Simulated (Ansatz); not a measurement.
Ansatz input file:

```yaml
crystal:
  lattice:
    - [3.1318636127, 0.0, 0.0]
    - [-1.5659318063, 2.7122734497, 0.0]
    - [0.0, 0.0, 3.8261549805]
  atoms:
    - { symbol: Ca, position: [0.0, 0.0, 0.0] }
    - { symbol: B, position: [0.33333333, 0.66666667, 0.5] }
    - { symbol: B, position: [0.66666667, 0.33333333, 0.5] }
basis:
  ecutwfc: 420
kpoints:
  mp_grid: { grid: [15, 15, 10] }
hamiltonian:
  xc: pbesol
scf:
  occupations: { method: gaussian, width: 0.1 }
output:
  forces: true
  stress: true
  eigenvalues: true
  write_density: true
  write_potential: true
  elf: true
  volumetric_format: npy
```

Launched with
```bash
ansatz run input.yaml --threads 1 --pin off --max-ram 1331MiB --backend cpu --events-out ev --progress --plain --runs-dir out
```

Computed with Ansatz, DFT PBEsol, scalar-relativistic, plane waves, PAW.

Abridged output (final results; tables in files aren't shown):

```
SCF 1 converged in 8 iterations: F = -2099.448275 eV  dr2 = 5.07e-8
SCF converged after 8 iterations
Free energy (F): -2099.448275 eV
Harris-Foulkes:  -2099.448275 eV  (|F-HF|=4.25e-8)
Internal energy: -2099.442565 eV  (E = F + TS)
E sigma→0 (E₀):  -2099.445420 eV
Entropy (-TS):   -0.005710 eV (-1.903 meV/atom)
Fermi energy:    10.540533 eV
--- Per-component energies (eV) ---
  E_band       = -61.616048
  E_kinetic    = 380.572317
  E_local      = -612.556148  (includes V_loc(G=0)·N_el)
  E_nonlocal   = 88.879486
  E_hartree    = 200.852251
  E_xc         = -202.011183
  E_vxc        = -249.562112  (∫ρ·V_xc dr)
  E_paw        = -988.137182  (= ΣΔE_a)
  E_vpaw       = -70.652120  (= ΣTr[D̂ρ^β])
  E_aug_tail   = -0.000011  (compensation charges beyond the density's cutoff)
  E_ewald      = -967.190310
  E_core_change = 0.148216  (= ΣΔE_core)
  E_smearing   = -0.005710  (= −TS)
--- Forces (eV/Å), atoms counted from 1 ---
  atom   1  Ca     0.00000000     0.00000000     0.00000000
  atom   2  B      0.00000000     0.00000000     0.00000000
  atom   3  B      0.00000000     0.00000000     0.00000000
--- Stress (GPa, compression-positive) ---
       11.295612       0.000000       0.000000
        0.000000      11.295612       0.000000
        0.000000       0.000000      19.475682
  P = ⅓ Tr σ = 14.0223 GPa (140.223 kbar)
--- Band table (eV; the first three rows and the last of 162) ---
  k-point 0: bands = ["-28.4257", "-9.6049", "-9.2059", "-9.2059", "-0.2119", "9.0892", "10.8046", "10.8046", "11.1810", "16.7316", "16.7316", "17.4033"]
  k-point 1: bands = ["-28.4246", "-9.6356", "-9.2047", "-9.2047", "-0.0975", "8.5748", "10.8595", "10.8595", "11.6997", "16.5649", "16.5649", "16.6717"]
  k-point 2: bands = ["-28.4215", "-9.7143", "-9.2015", "-9.2015", "0.2187", "7.6439", "11.0142", "11.0142", "12.6475", "15.8983", "15.8983", "16.1359"]
  k-point 161: bands = ["-28.2271", "-9.9036", "-9.9036", "-9.5186", "4.1332", "4.1332", "7.0657", "10.2951", "10.2951", "17.2244", "18.3868", "18.3868"]
```

Self-consistency was reached.